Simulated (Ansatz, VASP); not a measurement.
# InSe: VASP beside Ansatz, part 2 of 2

One calculation is typed for both programs; each brings its own data sets. How far apart do they land? The cell is taken from a series of runs on this material, whose earlier steps may have relaxed, scaled, displaced or heated it; both programs get it as it stands.

VASP 6.6.1 and Ansatz 0.2.0.

So far: The structure; Ansatz: single point, HF with an exact-exchange share of 1.

## 3. VASP: single point, HF with an exact-exchange share of 1

Level of this step: HF; plane waves and PAW (In_d, Se) (VASP).

The same cell, functional and mesh now go to VASP, with its own data sets.

Lines of VASP's logs that name or quote its potential files are left out, and so is its time.

The run reads the wave functions of an earlier VASP run, which isn't shown here.

The input, INCAR:

```
SYSTEM = InSe
PREC = Accurate
ENCUT = 400
EDIFF = 1E-06
NELM = 100
ISMEAR = 0
SIGMA = 0.01
LREAL = .FALSE.
ALGO = Normal
LHFCALC = .TRUE.
AEXX = 1
GGA = PE
ALDAC = 0
AGGAC = 0
LASPH = .TRUE.
NBANDS = 25
PRECFOCK = Fast
LORBIT = 11
LWAVE = .FALSE.
LCHARG = .FALSE.
KPAR = 8
ISIF = 2
```

The input, POSCAR:

```
InSe
1.0
    2.0000000000      1.1547005384      8.4400000000
   -2.0000000000      1.1547005384      8.4400000000
    0.0000000000     -2.3094010768      8.4400000000
In Se
2 2
Direct
    0.0000000000      0.0000000000      0.0000000000
    0.1114000000      0.1114000000      0.1114000000
    0.6165000000      0.6165000000      0.6165000000
    0.8281000000      0.8281000000      0.8281000000
```

The input, KPOINTS:

```
Automatic mesh
0
Gamma
4 4 4
0 0 0
```

Potentials, in the order of the species: In_d and Se (PBE family, release 64).

Run with:

```sh
$ mpirun -np 8 vasp_std
```

Numbers of over 12 decimals in the logs are rounded to 6 here.

The program printed:

```text
[banner, memory and clock lines left out]
running    8 mpi-ranks, on    1 nodes
 distrk:  each k-point on    1 cores,    8 groups
 distr:  one band on    1 cores,    1 groups

 POSCAR found type information on POSCAR InSe
 POSCAR found :  2 types and       4 ions
|                                                                             |
|           W    W    AA    RRRRR   N    N  II  N    N   GGGG   !!!           |
|           W    W   A  A   R    R  NN   N  II  NN   N  G    G  !!!           |
|           W    W  A    A  R    R  N N  N  II  N N  N  G       !!!           |
|           W WW W  AAAAAA  RRRRR   N  N N  II  N  N N  G  GGG   !            |
|           WW  WW  A    A  R   R   N   NN  II  N   NN  G    G                |
|           W    W  A    A  R    R  N    N  II  N    N   GGGG   !!!           |
|                                                                             |
|     For optimal performance we recommend to set                             |
|       NCORE = 2 up to number-of-cores-per-socket                            |
|     NCORE specifies how many cores store one orbital (NPAR=cpu/NCORE).      |
|     This setting can greatly improve the performance of VASP for DFT.       |
|     The default, NCORE=1 might be grossly inefficient on modern             |
|     multi-core architectures or massively parallel machines. Do your        |
|     Unfortunately you need to use the default for GW and RPA                |
|     calculations (for HF NCORE is supported but not extensively tested      |
|     yet).                                                                   |
|                                                                             |

 LDA part: xc-table for (Slater+PW92), standard interpolation
 found WAVECAR, reading the header
 POSCAR, INCAR and KPOINTS ok, starting setup
 FFT: planning ... GRIDC
 FFT: planning ... GRID_SOFT
 FFT: planning ... GRID
 reading WAVECAR
 the WAVECAR file was read successfully
 initial charge from wavefunction
 entering main loop
       N       E                     dE             d eps       ncg     rms          rms(c)
DAV:   1    -0.288818473435E+02   -0.28882E+02   -0.10517E+01   871   0.330E+01    0.213E+01
DAV:   2    -0.295765128310E+02   -0.69467E+00   -0.21572E+00   865   0.954E+00    0.240E+01
DAV:   3    -0.296225328780E+02   -0.46020E-01   -0.32499E-01   813   0.341E+00    0.190E+01
DAV:   4    -0.295827420703E+02    0.39791E-01   -0.73645E-02   762   0.203E+00    0.134E+01
DAV:   5    -0.295665456912E+02    0.16196E-01   -0.47348E-02   706   0.167E+00    0.910E+00
DAV:   6    -0.295692826696E+02   -0.27370E-02   -0.32773E-02   690   0.120E+00    0.606E+00
DAV:   7    -0.295731622404E+02   -0.38796E-02   -0.14187E-02   714   0.762E-01    0.394E+00
DAV:   8    -0.295729582830E+02    0.20396E-03   -0.31764E-03   811   0.477E-01    0.245E+00
DAV:   9    -0.295715251540E+02    0.14331E-02   -0.13102E-03   808   0.355E-01    0.148E+00
DAV:  10    -0.295710479838E+02    0.47717E-03   -0.19718E-03   814   0.278E-01    0.869E-01
DAV:  11    -0.295712952737E+02   -0.24729E-03   -0.15815E-03   696   0.201E-01    0.509E-01
DAV:  12    -0.295715116069E+02   -0.21633E-03   -0.63061E-04   680   0.138E-01    0.315E-01
DAV:  13    -0.295715131930E+02   -0.15861E-05   -0.10258E-04   707   0.858E-02    0.203E-01
DAV:  14    -0.295714547100E+02    0.58483E-04   -0.28132E-05   817   0.656E-02    0.130E-01
DAV:  15    -0.295714353771E+02    0.19333E-04   -0.68937E-05   790   0.553E-02    0.892E-02
DAV:  16    -0.295714464329E+02   -0.11056E-04   -0.64586E-05   681   0.408E-02    0.635E-02
DAV:  17    -0.295714560885E+02   -0.96557E-05   -0.25234E-05   623   0.275E-02    0.408E-02
DAV:  18    -0.295714559737E+02    0.11488E-06   -0.36945E-06   583   0.169E-02
   1 F= -.29571456E+02 E0= -.29571456E+02  d E =-.509610E-76
```

From OUTCAR (step 3):

```text
ion  position               nearest neighbor table
   1  0.000  0.000  0.000-   3 2.64   3 2.64   3 2.64   2 2.82
   2  0.111  0.111  0.111-   4 2.63   4 2.63   4 2.63   1 2.82
   3  0.617  0.617  0.617-   1 2.64   1 2.64   1 2.64
   4  0.828  0.828  0.828-   2 2.63   2 2.63   2 2.63

  LATTYP: Found a trigonal (rhomboedric) cell.
 ALAT       =     8.7502533297
 COS(alpha) =     0.8955162542

 Subroutine GETGRP returns: Found  6 space group operations
 (whereof  6 operations were pure point group operations)

The static configuration has the point symmetry C_3v.

 Found     13 irreducible k-points:

   k-points           NKPTS =     13   k-points in BZ     NKDIM =     64   number of bands    NBANDS=     25

   dimension x,y,z NGX =    60 NGY =   60 NGZ =   60
   dimension x,y,z NGXF=   120 NGYF=  120 NGZF=  120

   ENCUT  =  400.0 eV  29.40 Ry    5.42 a.u.  14.27 14.27 14.27*2*pi/ulx,y,z

   NELECT =      38.0000    total number of electrons

 k-points in reciprocal lattice and weights: Automatic mesh
   0.00000000  0.00000000  0.00000000       0.016
   0.25000000 -0.00000000  0.00000000       0.094
   0.50000000 -0.00000000  0.00000000       0.047
   0.25000000  0.25000000  0.00000000       0.094
   0.50000000  0.25000000  0.00000000       0.188
  -0.25000000  0.25000000  0.00000000       0.094
   0.50000000  0.50000000  0.00000000       0.047
   0.25000000  0.25000000  0.25000000       0.031
   0.50000000  0.25000000  0.25000000       0.094
  -0.25000000  0.25000000  0.25000000       0.094
   0.50000000  0.50000000  0.25000000       0.094
  -0.25000000  0.50000000  0.25000000       0.094
   0.50000000  0.50000000  0.50000000       0.016

  exchange ACFDT corr.  =         0.00000000  see jH, gK, PRB 81, 115126

 average (electrostatic) potential at core
       1 -69.6986       2 -69.7024       3 -36.4010       4 -36.4130

 E-fermi :   2.2130

 k-point     1 :       0.0000    0.0000    0.0000
  band No.  band energies     occupation
    ...
     15       0.1515      2.00000
     16       0.1515      2.00000
     17       0.2231      2.00000
     18       0.2685      2.00000
     19       0.2685      2.00000
     20      10.2509      0.00000
     21      10.7751      0.00000
     22      13.1577      0.00000
     23      13.1577      0.00000
     24      13.8344      0.00000
    ...

 k-point     2 :       0.2500   -0.0000    0.0000
  band No.  band energies     occupation
    ...
     15      -2.6349      2.00000
     16      -0.7683      2.00000
     17      -0.6180      2.00000
     18      -0.4287      2.00000
     19       0.7462      2.00000
     20      10.1138      0.00000
     21      10.8153      0.00000
     22      12.5297      0.00000
     23      13.0763      0.00000
     24      13.5156      0.00000
    ...

 k-point     3 :       0.5000   -0.0000    0.0000
  band No.  band energies     occupation
    ...
     15      -2.6644      2.00000
     16      -1.2317      2.00000
     17      -1.1738      2.00000
     18      -1.0689      2.00000
     19      -0.0365      2.00000
     20       8.8856      0.00000
     21      10.4568      0.00000
     22      11.9767      0.00000
     23      12.4392      0.00000
     24      13.4339      0.00000
    ...

  Total        2.8462800      2.8462800      1.1410576      0.0000000     -0.0000000      0.0000000
  in kB       38.9937627     38.9937627     15.6323802      0.0000000     -0.0000000      0.0000000
  external PRESSURE =      31.2066352 kB  Pullay stress =       0.0000000 kB

  energy-cutoff  :      400.00
  volume of cell :      116.95
      direct lattice vectors                 reciprocal lattice vectors
     2.000000000  1.154700538  8.440000000     0.250000000  0.144337567  0.039494471
    -2.000000000  1.154700538  8.440000000    -0.250000000  0.144337567  0.039494471
     0.000000000 -2.309401077  8.440000000     0.000000000 -0.288675135  0.039494471

 POSITION                                       TOTAL-FORCE (eV/Angst)
 -----------------------------------------------------------------------------------
      0.00000      0.00000      0.00000         0.000000     -0.000000     -0.261811
      0.00000      0.00000      2.82065         0.000000      0.000000      0.242819
      0.00000      0.00000     15.60978         0.000000     -0.000000      0.486247
      0.00000      0.00000     20.96749         0.000000     -0.000000     -0.467255
 -----------------------------------------------------------------------------------
    total drift:                               -0.000011     -0.000026     -0.000238

  FREE ENERGIE OF THE ION-ELECTRON SYSTEM (eV)
  ---------------------------------------------------
  free  energy   TOTEN  =       -29.5714559737 eV

  energy  without entropy=      -29.5714559737  energy(sigma->0) =      -29.57145597

 total charge
# of ion       s       p       d       tot
------------------------------------------
    1        0.885   0.729   9.938  11.552
    2        0.885   0.731   9.938  11.554
    3        1.511   2.541   0.025   4.077
    4        1.510   2.542   0.026   4.078
--------------------------------------------------
tot          4.791   6.543  19.927  31.261

[... 3 further parts left out ...]
```

The k-mesh is coarse for unscreened exact exchange, which converges slowly with it.

## 4. Side by side

Known differences besides the potentials themselves: exact exchange at q = 0 is treated differently, which shows on coarse meshes; VASP keeps PBE cores, Ansatz makes them for the functional; fixed occupations in Ansatz, narrow Gaussian smearing in VASP; the data sets hold 58 valence electrons in Ansatz (on its default PAW (the set named soft_2) files) and 38 in VASP; the cutoff is 420 eV in Ansatz and 400 eV in VASP; VASP takes a coarser grid for exact exchange (PRECFOCK = Fast). Total energies have different zeros and are not compared.

Compared:

| quantity | Ansatz | VASP | difference |
| --- | --- | --- | --- |
| gap on the k mesh (eV) | 6.758 | 6.799 | -0.041 |

A gap on the mesh is an upper bound, since the band edges may lie between its points.

## 5. Summary of results

```yaml
difference_in_gap_on_the_k_mesh_single_point_hf_with_an_exact_exchange_share_of_1: -0.041 eV
```

What this shows: The difference in gap on the k mesh is -0.041 eV (single point, HF with an exact-exchange share of 1), within the 0.08 eV picked in this series as the mark of a large difference. The data sets hold unlike numbers of valence electrons (58 in Ansatz and 38 in VASP), so part of the differences comes from the potentials. Such differences can come from data sets, numerical settings and the points named under the comparisons, not from the functional's error against experiment.

[Lines on the potential files, build, host, timing and source positions are cut from VASP's logs without a mark.]

[Logs are printed without paths, hosts, clocks, repeated set-up lines and the standing remarks that a program may print on its own settings, such as how far it seeks lower states.]

[Hosts, paths, dates, database ids (printed as entryN), source tags and the programs' standing remarks are cut or masked in the printed files.]
